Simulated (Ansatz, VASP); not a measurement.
## MoS2 in VASP and in Ansatz

```xyz
6
Lattice="3.1690 0.0000 0.0000 -1.5845 2.7444 0.0000 0.0000 0.0000 12.3240" Properties=species:S:1:pos:R:3 pbc="T T T"
Mo    1.6252    0.9326    9.2677
Mo    0.0415    1.7903    3.0979
S     1.5723    0.9368    4.6686
S     0.0150    1.7765   10.8348
S     1.5887    0.9366    1.5241
S     0.0346    1.8391    7.6755
```

Change from the starting cell: atoms moved at random, drawn with an rms of 0.05 Å.

Alike in both runs: task single point; functional PBEsol; k mesh 10 × 10 × 3; occupations fermi-dirac, width 0.05 eV; no spin polarisation.

|  | VASP | Ansatz |
| --- | --- | --- |
| version | VASP 6.6.1 | Ansatz 0.2.0 |
| potentials or method | VASP PAW PBE potentials, release 64 (Mo_sv, S) | Ansatz PAW |
| plane-wave cutoff (eV) | 520 | 420 |
| valence electrons in the cell | 52 | 52 |

Ansatz gave:

| Property | Result |
| --- | --- |
| gap on the k mesh at the Fermi level (eV) | 0.86 |
| least direct gap on the mesh (eV) | 1.74 |
| pressure (GPa) | -3.7 |
| largest component of the traceless stress (GPa) | 1.17 |
| rms of the force components (eV/Å) | 0.557 |

Problem. Which values does VASP return?

Solution. gap on the k mesh at the Fermi level (eV): 0.88; least direct gap on the mesh (eV): 1.76; pressure (GPa): -3.7; largest component of the traceless stress (GPa): 1.17; rms of the force components (eV/Å): 0.557.

Atom by atom the forces differ by 0.001 eV/Å (rms over components).

Caveats: the PAW data sets were made with another functional, which shifts forces and pressure a little (VASP); an odd mesh through Γ misses points on the zone boundary, where band edges often lie (VASP); odd divisions of the mesh miss points on the zone boundary, where band edges often lie, so the gap on the mesh can be too wide (Ansatz); the PAW data sets come from PBE, with cores solved anew for the run's functional, which leaves a small shift of forces and pressure (Ansatz).
